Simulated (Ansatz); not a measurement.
**La: strain and displacement**

```
CELL_PARAMETERS angstrom
3.75000 0.00000 0.00000
-1.87500 3.24760 0.00000
0.00000 0.00000 6.07000
ATOMIC_POSITIONS crystal
La 0.33333 0.66667 0.25000
La 0.66667 0.33333 0.75000
```

Atom numbers follow the list: La1, La2.

The conventional cell has a = 3.750 Å, b = 3.750 Å, c = 6.070 Å, α = 90.00°, β = 90.00°, γ = 120.00°. La (atom 1) is surrounded by 12 La at 3.73 to 3.75 Å.

The cell is COD entry 9008503, as deposited and not checked against the literature; nothing was relaxed. It differs from other determinations.

No spin–orbit coupling, which matters for the heavy atoms here.

Theory: DFT, PBE, all-electron LAPW, scalar-relativistic (Ansatz 0.2.0).

Settings: a Γ-centred 11×11×6 k mesh, Fermi–Dirac smearing of 0.05 eV, basis error target 0.25 meV/atom, no spin polarisation.

The unchanged cell is at 0.47 GPa.

In a metal, stresses and small energies carry noise from the k mesh.

x, y and z are the Cartesian axes of the cell as listed; fractional coordinates follow a strain, and an engineering shear is twice the off-diagonal strain component.

Task: With this change (z strained by -1 % at fixed volume), what becomes of the energy and stress?

Result: Energy change under 1 meV/atom; stress change (xx, yy, zz, yz, xz, xy) -0.11, -0.11, 0.30, 0.00, 0.00, 0.00 GPa, compression positive.

Task: With this change (z strained by +1 % at fixed volume), what becomes of the energy and stress?

Result: Energy change under 1 meV/atom; stress change (xx, yy, zz, yz, xz, xy) 0.08, 0.08, -0.26, 0.00, 0.00, 0.00 GPa, compression positive.

Task: With this change (atom 1 (La) moved by (0.0289, 0.0289, 0.0289) Å), what becomes of the energy and stress and forces?

Result: Energy change under 1 meV/atom; stress change (xx, yy, zz, yz, xz, xy) -0.02, 0.03, 0.01, 0.01, 0.01, -0.02 GPa, compression positive; change of the force on La1 (-0.012, -0.012, -0.037) eV/Å.

Task: What force constant does this one finite step give for La1 along its displacement (all its periodic images move with it)?

Result: k = −ΔF·u/|u|² = 0.70 eV/Å², so the force pulls the atom back.
